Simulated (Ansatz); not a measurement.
# FeCo3: tests of the settings

One table from this session's results is given with a row withheld; the runs are named, their logs left out.

Computed with Ansatz 0.2.0 (DFT r2SCAN, scalar-relativistic, plane waves, PAW, unless a step's input says otherwise).

2 further runs of the same task are left out: 1 that didn't finish, 1 set aside as unsound or not needed. Runs told in other sessions of the task aren't counted.

## The structure to begin with

Symmetry: Pm-3m, No. 221, cubic system. Conventional cell: a = 3.536 Å, b = 3.536 Å, c = 3.536 Å, α = 90.00°, β = 90.00°, γ = 90.00°. Fe (site symmetry m-3m) is surrounded by 12 Co at 2.50 Å. Around Co (site symmetry 4/mmm) lie 4 Fe at 2.50 Å and 8 Co at 2.50 Å.

Coordinates:

```cif
data_structure
_symmetry_space_group_name_H-M 'Pm-3m'
_symmetry_Int_Tables_number 221
_cell_length_a 3.5357
_cell_length_b 3.5357
_cell_length_c 3.5357
_cell_angle_alpha 90.000
_cell_angle_beta 90.000
_cell_angle_gamma 90.000
_cell_volume 44.20
loop_
_atom_site_label
_atom_site_type_symbol
_atom_site_symmetry_multiplicity
_atom_site_Wyckoff_symbol
_atom_site_fract_x
_atom_site_fract_y
_atom_site_fract_z
_atom_site_occupancy
Fe1 Fe 1 a 0.00000 0.00000 0.00000 1
Co1 Co 3 c 0.50000 0.50000 0.00000 1
```

The structure comes from the Materials Project (structure only); it is used as listed.

## The base input

Input file input.yaml:

```yaml
crystal:
  lattice:
    - [3.53570262, 0.0, 0.0]
    - [0.0, 3.53570262, 0.0]
    - [0.0, 0.0, 3.53570262]
  atoms:
    - { symbol: Fe, position: [0.0, 0.0, 0.0], spin: 3.22 }
    - { symbol: Co, position: [0.5, 0.5, 0.0], spin: 2.09 }
    - { symbol: Co, position: [0.5, 0.0, 0.5], spin: 2.09 }
    - { symbol: Co, position: [0.0, 0.5, 0.5], spin: 2.09 }
basis:
  ecutwfc: 500
kpoints:
  mp_grid: { grid: [12, 12, 12] }
hamiltonian:
  xc: r2scan
scf:
  occupations: { method: gaussian, width: 0.1 }
output:
  forces: true
  stress: true
  eigenvalues: true
  populations: true
magnetization:
  spin_polarized: true
```

It was run beforehand and gave: -4970.1534 eV/atom at zero smearing, pressure 0.24 GPa, largest force 0.000 eV/Å, no gap on the mesh, site moments Fe +2.92, Co +1.90 (×3) μB, in 21 SCF cycles and 47 s.

The first run:

Input file input.yaml:

```yaml
crystal:
  lattice:
    - [3.53570262, 0.0, 0.0]
    - [0.0, 3.53570262, 0.0]
    - [0.0, 0.0, 3.53570262]
  atoms:
    - { symbol: Fe, position: [0.0, 0.0, 0.0], spin: 3.21 }
    - { symbol: Co, position: [0.5, 0.5, 0.0], spin: 2.09 }
    - { symbol: Co, position: [0.5, 0.0, 0.5], spin: 2.09 }
    - { symbol: Co, position: [0.0, 0.5, 0.5], spin: 2.09 }
basis:
  ecutwfc: 500
  xc_grid: 1
kpoints:
  mp_grid: { grid: [12, 12, 12] }
hamiltonian:
  xc: r2scan
scf:
  occupations: { method: gaussian, width: 0.1 }
output:
  forces: true
  stress: true
  eigenvalues: true
  populations: true
magnetization:
  spin_polarized: true
```

Started as:

```
ansatz run input.yaml --threads 1 --pin off --max-ram 2560MiB --backend cpu --events-out ev --progress --plain --runs-dir out
```

Among the steps run: Level of the exchange-correlation grid set to 1; Level of the exchange-correlation grid set to 2; Level of the exchange-correlation grid set to 3; Level of the exchange-correlation grid: 4.

One of the session's tables, all rows but one given; the rest of the session is left out.

```
level  ΔE (meV/atom)  pressure (GPa)
    1          -0.25            0.30
    2              ?               ?
    3           0.00            0.24
    4           0.00            0.24
```

Estimate the missing values for level = 2.

Worked estimate for «ΔE (meV/atom)». A straight line through the neighbours (1, -0.25) and (3, 0.00) gives -0.25 + (0.00 + 0.25) × (2 − 1) / (3 − 1) = -0.12; a parabola fitted to 3 rows on both sides gives -0.08.

**Answer.** ΔE (meV/atom): -0.01; pressure (GPa): 0.25. In «ΔE (meV/atom)» the line misses by -0.11 and the parabola by -0.07.

Caveats from the session: Other magnetic orders or occupations could lie lower; they were not searched in full. Warnings in the runs' records: stability check not made.
